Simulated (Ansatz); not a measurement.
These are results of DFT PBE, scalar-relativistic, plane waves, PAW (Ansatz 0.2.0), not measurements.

Cutoff 420 eV; k points 16×16×8 on the computed 2-atom cell (Γ-centred); Gaussian smearing, width 0.10 eV; no spin polarisation.

```
CELL_PARAMETERS angstrom
2.75721 0.00000 -0.05531
-1.37860 2.39617 0.02765
-0.08947 0.00000 4.46172
ATOMIC_POSITIONS crystal
Re 0.36465 0.72930 0.25000
Re 0.63535 0.27070 0.75000
```

**Question.** Is this geometry at equilibrium? Which atom feels the largest force?

**Answer.** It isn't. Atom 1 (Re) feels (0.00, -1.44, 0.00) eV/Å, 1.438 eV/Å in size, and symmetry-related atoms feel the same size.

**Question.** Give all forces and the stress.

**Answer.**
| atom | Fx | Fy | Fz |
| --- | --- | --- | --- |
| Re1 | 0.000 | -1.438 | 0.000 |
| Re2 | 0.000 | 1.438 | 0.000 |
Stress (GPa, compression positive):
```
 5.24  0.00  5.00
 0.00 13.86  0.00
 5.00  0.00  9.60
```

Spin–orbit coupling is left out, which can shift energies with elements as heavy as these.